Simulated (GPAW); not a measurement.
# Magnetic state of FeS2 (Marcasite) from several starts

Aim: find out whether FeS2 (Marcasite) carries moments, and which collinear order costs least.

Calculated with GPAW 26.7.0; PBE with U = 4.5 eV on Fe d; plane waves with GPAW's PAW setups, scalar-relativistic.

Most raw output is cut from this account.

The database entry behind the starting cell differs from later determinations by our own check (an axis about 0.6 % short against later determinations), so it need not match the best structure at ambient conditions.

### Step 1. Set-up

The structure is orthorhombic, space group Pnnm (No. 58). Conventional cell: a = 4.440 Å, b = 5.390 Å, c = 3.370 Å, α = 90.00°, β = 90.00°, γ = 90.00°. Nearest to Fe lie 6 S at 2.21 to 2.24 Å. Nearest to S lie 3 Fe at 2.21 to 2.24 Å and 1 S at 2.25 Å. Farther neighbours and most contacts between anions are not listed.

### Step 2. Order 1, typed as ferro ++

Parallel moments need no larger cell; this start tests for a ferromagnetic state only. A Hubbard term is added for the open shell, at a value in common use.

Contents of order1.py:

```python
import json
import numpy as np
from ase import Atoms
from ase.parallel import paropen, parprint
from gpaw import GPAW

atoms = Atoms(['Fe', 'Fe', 'S', 'S', 'S', 'S'],
    cell=[[4.44, 0.0, 0.0],
         [0.0, 5.39, 0.0],
         [0.0, 0.0, 3.37]],
    scaled_positions=[[0.0, 0.0, 0.0],
         [0.5, 0.5, 0.5],
         [0.203, 0.375, 0.0],
         [0.297, 0.875, 0.5],
         [0.797, 0.625, 0.0],
         [0.703, 0.125, 0.5]],
    pbc=True,
    magmoms=[4.0, 4.0, 0.0, 0.0, 0.0, 0.0])
atoms.calc = GPAW(mode={'name': 'pw', 'ecut': 550},
    xc='PBE',
    kpts={'size': (8, 6, 10), 'gamma': True},
    occupations={'name': 'fermi-dirac', 'width': 0.1},
    convergence={'density': 1e-05, 'energy': 1e-05},
    maxiter=200,
    setups={'Fe': ':d,4.5'},
    txt='order1.txt')
e = atoms.get_potential_energy(force_consistent=True)
res = {'free_energy': e, 'energy_sigma0': atoms.get_potential_energy(), 'fermi_energy': atoms.calc.get_fermi_level()}
res['moments'] = atoms.get_magnetic_moments().tolist()
res['total'] = atoms.get_magnetic_moment()
parprint('site moments (muB):', np.round(res['moments'], 3))
parprint(f"total moment: {res['total']:.3f} muB")
parprint(f'free energy: {e:.6f} eV')
atoms.calc.write('order1.gpw')
with paropen('results.json', 'w') as f:
    json.dump(res, f)
```

On the command line:

```
$ OMP_NUM_THREADS=1 mpirun -n 2 gpaw python order1.py > order1.log
```

Wall time 8.1 min (2 MPI ranks of Arm Neoverse V2, shared host); peak memory 0.88 GiB; 16 min of CPU time.

Spin moment in the augmentation sphere by atom:

```
atom  spin moment in the augmentation sphere (μB)
 Fe1                                         3.08
 Fe2                                         3.08
  S3                                        -0.02
  S4                                        -0.02
  S5                                        -0.02
  S6                                        -0.02
```

This step gave:

```yaml
magnetization: 6.197 μB
final_state: ferromagnetic
```

After 24 cycles the largest moment stands at 3.08 μB.

### Step 3. Order 2, typed as antiferro +-

Reversing part of the moments tests the sign of the couplings between them.

order2.py is the script of step 2 with these lines changed:

```diff
@@ -17,3 +17,3 @@
     pbc=True,
-    magmoms=[4.0, 4.0, 0.0, 0.0, 0.0, 0.0])
+    magmoms=[4.0, -4.0, 0.0, 0.0, 0.0, 0.0])
 atoms.calc = GPAW(mode={'name': 'pw', 'ecut': 550},
@@ -25,3 +25,3 @@
     setups={'Fe': ':d,4.5'},
-    txt='order1.txt')
+    txt='order2.txt')
 e = atoms.get_potential_energy(force_consistent=True)
@@ -33,3 +33,3 @@
 parprint(f'free energy: {e:.6f} eV')
-atoms.calc.write('order1.gpw')
+atoms.calc.write('order2.gpw')
 with paropen('results.json', 'w') as f:
```

On the command line:

```
$ OMP_NUM_THREADS=1 mpirun -n 2 gpaw python order2.py > order2.log
```

Wall time 6 min (2 MPI ranks); peak memory 0.82 GiB; 12 min of CPU time.

Spin moment in the augmentation sphere by atom:

```
atom  spin moment in the augmentation sphere (μB)
 Fe1                                         3.08
 Fe2                                        -3.08
  S3                                         0.00
  S4                                         0.00
  S5                                         0.00
  S6                                         0.00
```

This step gave:

```
magnetization : 0 μB
final state   : antiferromagnetic
```

It lies 238 meV a seeded atom under the first start, and its largest moment is 3.08 μB against 3.08 μB.

### Step 4. Start 3: no spin polarisation

A run without seeds gives the energy of the state without moments.

nospin.py is the script of step 3 with these lines changed:

```diff
@@ -16,4 +16,3 @@
          [0.703, 0.125, 0.5]],
-    pbc=True,
-    magmoms=[4.0, -4.0, 0.0, 0.0, 0.0, 0.0])
+    pbc=True)
 atoms.calc = GPAW(mode={'name': 'pw', 'ecut': 550},
@@ -25,11 +24,7 @@
     setups={'Fe': ':d,4.5'},
-    txt='order2.txt')
+    txt='nospin.txt')
 e = atoms.get_potential_energy(force_consistent=True)
 res = {'free_energy': e, 'energy_sigma0': atoms.get_potential_energy(), 'fermi_energy': atoms.calc.get_fermi_level()}
-res['moments'] = atoms.get_magnetic_moments().tolist()
-res['total'] = atoms.get_magnetic_moment()
-parprint('site moments (muB):', np.round(res['moments'], 3))
-parprint(f"total moment: {res['total']:.3f} muB")
 parprint(f'free energy: {e:.6f} eV')
-atoms.calc.write('order2.gpw')
+atoms.calc.write('nospin.gpw')
 with paropen('results.json', 'w') as f:
```

On the command line:

```
$ OMP_NUM_THREADS=1 mpirun -n 2 gpaw python nospin.py > nospin.log
```

It took 2 min on 2 MPI ranks; peak memory 0.62 GiB; 4.1 min of CPU time.

This step gave:

| Quantity | Value |
| --- | --- |
| final state | non-magnetic (no spin polarisation) |

It lies 501 meV a seeded atom under the first start.

### Step 5. Ranking

These are free energies at a smearing of 0.1 eV, so its entropy term is in the differences. They are divided by the number of seeded atoms, so that cells of unlike size compare.

Orders:

```
               start        final state  typed order kept  energy over the lowest (meV a seeded atom)  largest site moment (μB)  net moment (μB a primitive cell)  mesh matched  CPU time (s)
            ferro ++      ferromagnetic               yes                                       500.9                      3.08                             6.197           yes         949.1
        antiferro +-  antiferromagnetic               yes                                       263.3                     3.076                                 0           yes         721.7
no spin polarisation       non-magnetic                 -                                           0                         0                                 0           yes         245.1
```

### Step 6. Results

* lowest state found: non-magnetic (typed no spin polarisation)
* largest site moment: 0 μB
* next state: antiferromagnetic, 263 meV a seeded atom higher

In words: The lowest state carries no moment above 0.15 μB; states with moments lie higher. The next state costs 263 meV a seeded atom. Only 3 starts are shown; other collinear patterns, canted and longer-period orders are not.

[Logs and program files are shortened in this print: banners, set-up blocks, solver, clock and traceback lines can be left out without a mark of their own.]

[Logs are printed without paths, hosts, clocks, repeated set-up lines and the standing remarks that a program may print on its own settings, such as how far it seeks lower states.]

[Hosts, paths, dates, database ids (printed as entryN), source tags and the programs' standing remarks are cut or masked in the printed files.]

[Where a cell is said to come from a database of computed structures, the database is the Materials Project.]
